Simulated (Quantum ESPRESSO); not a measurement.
## Ca: equation of state with rev-vdW-DF2

The system is Ca.

```xyz
1
Lattice="0.0000 2.7942 2.7942 2.7942 0.0000 2.7942 2.7942 2.7942 0.0000" Properties=species:S:1:pos:R:3 pbc="T T T"
Ca    0.0000    0.0000    0.0000
```

```json
{
  "Program": "Quantum ESPRESSO 7.5",
  "Task": "equation of state",
  "Functional": "rev-vdW-DF2",
  "Potentials or basis": "PseudoDojo 0.4.1 SR PBE standard",
  "Cutoff": "925 eV",
  "Density cutoff": "3701 eV",
  "k mesh": "8 × 8 × 8",
  "Occupations": "fermi-dirac, width 0.05 eV",
  "Spin": "no spin polarisation"
}
```

```yaml
Equilibrium_volume: "40.60 Å³/atom (rough: see the caveat)"
Bulk_modulus: 18.1 GPa (rough)
```

Energy against volume, from the lowest point:
```tsv
volume (Å³/atom)	energy (meV/atom)
41.014	0.00
41.886	1.95
42.759	5.72
43.632	11.14
44.504	18.03
45.377	26.26
46.250	35.70
```

All runs of the series together: 8.5 min on 1 thread of Arm Neoverse V1 (shared host).

Caveat: the potentials were made for another functional, which shifts forces and pressure; the minimum lies outside the volumes run.
